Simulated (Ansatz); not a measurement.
# One atom moved over a plane in PtSe2

The calculation used Ansatz, DFT PBEsol, scalar-relativistic, plane waves, PAW. The runs took a 420 eV cutoff, a Γ-centred 12×12×10 mesh and Gaussian smearing (0.15 eV). Spin–orbit coupling is left out, which can shift energies with elements as heavy as these. No spin polarisation. Energies are free energies at this smearing, counted from the undisturbed cell; pressure is positive in compression.

Reference structure (as given, not relaxed at this level; it stands at 2.1 GPa):

```xyz
3
Lattice="3.7240 0.0000 0.0000 -1.8620 3.2251 0.0000 0.0000 0.0000 5.0620" Properties=species:S:1:pos:R:3 pbc="T T T"
Pt    0.0000    0.0000    0.0000
Se    0.0000    2.1501    1.2655
Se    1.8620    1.0750    3.7965
```

Atom 1 (Pt) is moved by p along (1.000, 0.000, 0.000) and q along (0.000, 1.000, 0.000) (Å), all else fixed. Points are written (p, q).

p was sampled at -0.300, -0.150, 0.000, 0.150, 0.300 and q at -0.300, -0.150, 0.000, 0.150, 0.300.

Q: Where on the computed points is the energy highest, and how high?

A: At (-0.300, -0.300), (-0.300, 0.300), (0.300, -0.300), (0.300, 0.300): 1.47 eV/cell.

Q: Away from (0, 0), which computed point is lowest?

A: (-0.150, 0.000), (0.150, 0.000): 0.18 eV/cell.

The map, in eV/cell:

```csv
p \ q,-0.300,-0.150,0.000,0.150,0.300
-0.300,1.47,0.91,0.72,0.91,1.47
-0.150,0.91,0.36,0.18,0.36,0.91
0.000,0.73,0.18,0.00,0.18,0.73
0.150,0.91,0.36,0.18,0.36,0.91
0.300,1.47,0.91,0.72,0.91,1.47
```